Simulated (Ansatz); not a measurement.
The system is Te2Mo.

```
CELL_PARAMETERS angstrom
6.33000 0.00000 0.00000
0.00000 3.46900 0.00000
-0.94679 0.00000 13.82762
ATOMIC_POSITIONS crystal
Te 0.94370 0.75000 0.60450
Te 0.05630 0.25000 0.39550
Te 0.90300 0.25000 0.85140
Te 0.09700 0.75000 0.14860
Te 0.41120 0.75000 0.89550
Te 0.58880 0.25000 0.10450
Te 0.44320 0.25000 0.64840
Te 0.55680 0.75000 0.35160
Mo 0.81670 0.75000 0.99260
Mo 0.18330 0.25000 0.00740
Mo 0.68190 0.25000 0.49340
Mo 0.31810 0.75000 0.50660
```

Base run:

```yaml
Program: Ansatz 0.2.0
Functional: PBEsol
Potentials_or_basis: Ansatz PAW
Cutoff: 420 eV
Density_cutoff: 1680 eV
k_mesh: 4 × 8 × 2
Occupations: fermi-dirac, width 0.05 eV
Spin: no spin polarisation
Hubbard_terms: Mo d U = 7 eV
```

Its results: band gap on the k mesh none (metal or under the smearing width); pressure 1.1 GPa; largest force 0.467 eV/Å.

Task: After a change of settings the same cell gave: band gap on the k mesh none (metal or under the smearing width); pressure -1.4 GPa; largest force 0.230 eV/Å. Which change was it?
A. functional from PBEsol to BLYP; hubbard terms from Mo d U = 7 eV to none; hubbard projectors from ortho-atomic (the default) to none
B. hubbard terms from Mo d U = 7 eV to none; hubbard projectors from ortho-atomic (the default) to none
C. functional from PBEsol to r2SCAN; cutoff from 420 eV to 500 eV; density cutoff from 1680 eV to 2000 eV; hubbard terms from Mo d U = 7 eV to none; hubbard projectors from ortho-atomic (the default) to none
D. hubbard terms from Mo d U = 7 eV to Mo d U = 6.2 eV

Result: B.

Caveats: the PAW data sets come from PBE, with cores solved anew for the run's functional, which leaves a small shift of forces and pressure; U without spin polarisation on a metal has little footing (some runs); the U is typed as a test and isn't derived for this compound (some runs).

Not every run made on this cell is shown here.
